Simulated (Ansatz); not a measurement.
Method: DFT PBE, scalar-relativistic, plane waves, PAW (Ansatz). The final run on the 12-atom cell used 420 eV, a Γ-centred 4×10×4 mesh, 0.02 eV smearing and no spin polarisation.

Energies over the elements count from the elements' standard structures at the same level (N₂ as a molecule), with no fitted energy shifts.

Problem. Propose a candidate for a monoclinic wide-gap insulator with formula BN, with a gap near 3.7 eV, a formation energy near −1.00 eV/atom and about 8 Å³ per atom, in a cell of 12 atoms.

Solution. BN, space group P2_1/m (No. 11). B on its first site is surrounded by 3 N at 1.45–1.49 Å; around B on its second site lie 4 N at 1.51–1.64 Å; around B on its third site lie 3 N at 1.51–1.55 Å and 1 N at 1.65 Å; N on its first site is surrounded by 3 B at 1.45–1.51 Å; 2 more sites not described.

```
B N
1.0
     6.37181    0.00000    0.00000
     0.00000    2.54782    0.00000
    -3.05823    0.00000    5.59504
B N
6 6
Direct
  0.28066 0.75000 0.22730
  0.71934 0.25000 0.77270
  0.95736 0.75000 0.61238
  0.04264 0.25000 0.38762
  0.34339 0.25000 0.90855
  0.65661 0.75000 0.09145
  0.21929 0.25000 0.29338
  0.78071 0.75000 0.70662
  0.61395 0.25000 0.93651
  0.38605 0.75000 0.06349
  0.88430 0.75000 0.32846
  0.11570 0.25000 0.67154
```

* Volume per atom: 7.57 Å³
* Density: 2.72 g/cm³
* Formation energy: −0.996 eV/atom
* Gap on the 4×10×4 mesh of the 12-atom cell: 3.70 eV

The cell was found from a structure generator's guess, not taken from experiment. Other answers may fit too; this one was computed.

Kohn–Sham gaps at this level usually fall short of measured ones. Symmetry constrained the relaxation, so the result can be a saddle point.
